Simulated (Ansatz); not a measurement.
Crystal: La2O3.

```
La O
1.0
     3.93078    0.00000    0.00000
    -1.96539    3.40415    0.00000
     0.00000    0.00000    6.11195
La O
2 3
Direct
  0.33333 0.66667 0.24624
  0.66667 0.33333 0.75376
  0.00000 0.00000 0.00000
  0.33333 0.66667 0.64589
  0.66667 0.33333 0.35411
```

The cell is a database's computed one.

| Quantity | Value |
| --- | --- |
| Program | Ansatz 0.2.0 |
| Task | relaxation of cell and atoms |
| Functional | PBEsol |
| Dispersion | D4 |
| Potentials or basis | Ansatz PAW |
| Cutoff | 420 eV (not typed: the program's choice for these potentials) |
| k mesh | 8 × 8 × 5 |
| Occupations | fermi-dirac, width 0.05 eV |
| Spin | no spin polarisation |

At the start: volume 16.36 Å³/atom.

**Question.** Where does the relaxation end?

**Answer.** It ends after 7 steps and the volume is 15.74 Å³/atom (-3.8 %); space group P-3m1 (No. 164, to 0.05 Å).

The path:
| step | energy change (eV) | largest force (eV/Å) | volume (Å³) |
| --- | --- | --- | --- |
| 1 | 0.0000 | 0.1175 | 81.78 |
| 2 | -0.0501 | 0.0323 | 79.09 |
| 3 | -0.0515 | 0.0222 | 78.79 |
| 4 | -0.0516 | 0.0095 | 78.80 |
| 5 | -0.0444 | 0.0094 | 78.80 |
| 6 | -0.0448 | 0.0017 | 78.68 |
| 7 | -0.0445 | 0.0017 | 78.68 |

Final structure:
```
La O
1.0
     3.89539    0.00000    0.00000
    -1.94769    3.37350    0.00000
     0.00000    0.00000    5.98720
La O
2 3
Cartesian
  0.0000 2.2490 1.4635
  1.9477 1.1245 4.5237
  0.0000 0.0000 0.0000
  0.0000 2.2490 3.8722
  1.9477 1.1245 2.1150
```

Caveat: the plane-wave basis is chosen anew once the cell has moved, so the energies of steps on either side of that aren't comparable; the pressure holds a Pulay correction of +0.5 GPa for the finite cutoff; the PAW data sets come from PBE, with cores solved anew for the run's functional, which leaves a small shift of forces and pressure.
